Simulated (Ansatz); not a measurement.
## TiNi: changing the fixed moment of the cell

```xyz
2
Lattice="2.7358 0.0000 0.0000 0.0000 2.7358 0.0000 0.0000 0.0000 3.5814" Properties=species:S:1:pos:R:3 pbc="T T T"
Ni    0.0000    0.0000    0.0000
Ti    1.3679    1.3679    1.7907
```

The cell comes from a database or a generator and needn't be the stable form of this composition.

Kept alike: task single point; functional PBEsol; k mesh 8 × 8 × 6; occupations fermi-dirac, width 0.05 eV. Program: Ansatz, Ansatz PAW, cutoff 420 eV. The mesh is that of the run's cell of 2 atoms. No spin-orbit coupling.

| fixed moment of cell, M (μB) | pressure (GPa) | largest site moment (μB) | free energy over the lowest row (meV/atom) |
| --- | --- | --- | --- |
| 0 | -6.20 | 0.00 | 0.00 |
| 0.5 | -5.82 | 0.28 | 7.73 |
| 1 | -4.91 | 0.54 | 30.73 |
| 1.5 | -3.43 | 0.79 | 85.75 |
| 2 | -1.10 | 0.99 | 182.60 |
| 2.5 | 2.01 | 1.14 | 341.40 |
| 3 | 5.79 | 1.32 | 576.94 |
| 4 | 16.32 | 1.70 | 1284.24 |

Pressure is positive in compression, with a Pulay correction for the finite cutoff. For a metal such a mesh leaves the last digits unconverged. The runs hold the magnetic state that their start led to, which needn't be the lowest. Site moments count inside each atom's sphere or projector. All rows use potentials made for PBE.

The pressure rises from -6.20 to 16.32 GPa between 0 and 4 μB. The largest site moment rises from 0.00 to 1.70 μB between 0 and 4 μB. The free energy rises from 0.00 to 1284.24 meV/atom between 0 and 4 μB.
